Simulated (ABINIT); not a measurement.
The system is Pt.

```
CELL_PARAMETERS angstrom
0.00000 1.96090 1.96090
1.96090 0.00000 1.96090
1.96090 1.96090 0.00000
ATOMIC_POSITIONS crystal
Pt 0.00000 0.00000 0.00000
```

Base run:

```yaml
Program: ABINIT 10.8.3 (patched build)
Functional: SOGGA
Potentials_or_basis: JTH PAW PBE v2.0
Cutoff: 435 eV
k_mesh: 12 × 12 × 12
Occupations: fermi-dirac, width 0.05 eV
Spin: spin-orbit coupling, no magnetisation
```

Its results: band gap on the k mesh none (metal or under the smearing width); pressure -2.5 GPa.

Problem. After a change of settings the same cell gave: band gap on the k mesh none (metal or under the smearing width); pressure 11.1 GPa. Which change was it?
A. functional from SOGGA to revPBE; spin from spin-orbit coupling, no magnetisation to no spin polarisation
B. functional from SOGGA to AM05
C. functional from SOGGA to BP86; spin from spin-orbit coupling, no magnetisation to no spin polarisation
D. functional from SOGGA to PBE

Solution. D.

PBE binds less tightly than SOGGA, so the same cell stands under more pressure.

Caveats: the PAW data sets were made with another functional, which shifts forces and pressure a little (some runs).

Not every run made on this cell is shown here.
